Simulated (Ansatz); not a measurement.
# ZnSe: the cost of one run

Method: DFT PBEsol, all-electron LAPW, scalar-relativistic unless said, in Ansatz 0.2.0.

## Step 1: Starting point

The structure is cubic, space group F-43m (No. 216). Conventional cell: a = 5.633 Å, b = 5.633 Å, c = 5.633 Å, α = 90.00°, β = 90.00°, γ = 90.00°. Zn (site symmetry -43m) has 4 Se at 2.44 Å as nearest neighbours. Around Se (site symmetry -43m) lie 4 Zn at 2.44 Å.

Structure file:

```
CELL_PARAMETERS angstrom
2.81659 2.81659 0.00000
-2.81659 2.81659 0.00000
0.00000 2.81659 2.81659
ATOMIC_POSITIONS crystal
Zn 0.00000 0.00000 0.00000
Se 0.75000 0.25000 0.50000
```

Cartesian axes are those of the input's lattice vectors. The structure goes back to a database entry.

## Step 2: Reference run, fine mesh, LAPW

input.yaml

```yaml
crystal:
  lattice:
    - [2.81659252234, 2.81659252234, 0.0]
    - [-2.81659252234, 2.81659252234, 0.0]
    - [0.0, 2.81659252234, 2.81659252234]
  atoms:
    - { symbol: Zn, position: [0.0, 0.0, 0.0] }
    - { symbol: Se, position: [0.75, 0.25, 0.5] }
kpoints:
  mp_grid: { grid: [8, 8, 8] }
scf:
  occupations: { method: fixed }
hamiltonian:
  xc: pbesol
  pseudopotentials: { kind: all_electron, lapw: { basis_error: 0.001 } }
magnetization:
  noncollinear: true
  spin_orbit: true
output:
  forces: true
  stress: true
  eigenvalues: true
  eigenstates:
    nscf_kmesh: { grid: [12, 12, 12] }
    de_dk: true
    e_range: [-9, 11.23966524054]
checkpoint:
  write: ck
  write_wavefunctions: false
```

The run is started by

```
$ ansatz run input.yaml --threads 1 --pin off --max-ram 3072MiB --backend cpu --events-out ev --progress --plain --runs-dir out
```

Q: Estimate wall time and peak memory on 1 thread of Intel Xeon 6975P-C (Granite Rapids), shared host.

About 71 s, with a peak of 0.54 GiB.
